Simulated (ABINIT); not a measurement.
Runs of ABINIT 10.8.3 (patched build) on ZrC. The structure is cubic, space group Fm-3m (No. 225). The conventional cell has a = 4.730 Å, b = 4.730 Å, c = 4.730 Å, α = 90.00°, β = 90.00°, γ = 90.00°. Zr (site symmetry m-3m) has 6 C at 2.37 Å as nearest neighbours. C (site symmetry m-3m) has 6 Zr at 2.37 Å as nearest neighbours. 

```tsv
task	level	potentials or basis	spin	k mesh	cutoff (eV)	fine-grid cutoff	dispersion computed by	mesh quality	gap on the mesh (eV)	pressure (GPa)
band structure	revPBE	JTH PAW PBE v2.0	off	10 × 10 × 10	544	1088.46 eV	-	not flagged	none	-0.8
band structure	SOGGA	JTH PAW PBE v2.0	SOC, no magnetisation	10 × 10 × 10	544	1088.46 eV	-	not flagged	none	-10.3
single point	r2SCAN	JTH PAW PBE v2.0	off	4 × 4 × 4	653	1251.72 eV	-	coarse	none	(a)
single point	LDA	JTH PAW LDA v2.0	off	6 × 6 × 6	544	1088.46 eV	-	coarse	none	-12.6
band structure	LDA	PseudoDojo NC SR LDA v0.4.1 standard	off	10 × 10 × 10	1116	-	-	not flagged	none	-12.3
band structure	PBEsol	JTH PAW PBE v2.0	off	10 × 10 × 10	544	1088.46 eV	-	not flagged	none	(b)
```

Alike in all rows: cell as given; smearing fermi-dirac 0.05 eV.

Fill in the values left out.

(a) -2.3; (b) -8.7.

Caveats: some runs use coarse meshes; the PAW data sets were made with another functional, which shifts forces and pressure a little (some runs).

A k mesh can miss the band edges, and rows without SOC leave out spin-orbit coupling on Zr.

A gap of «none» marks a metal or a gap under the smearing width.

Runs at the PBE level aren't shown here.
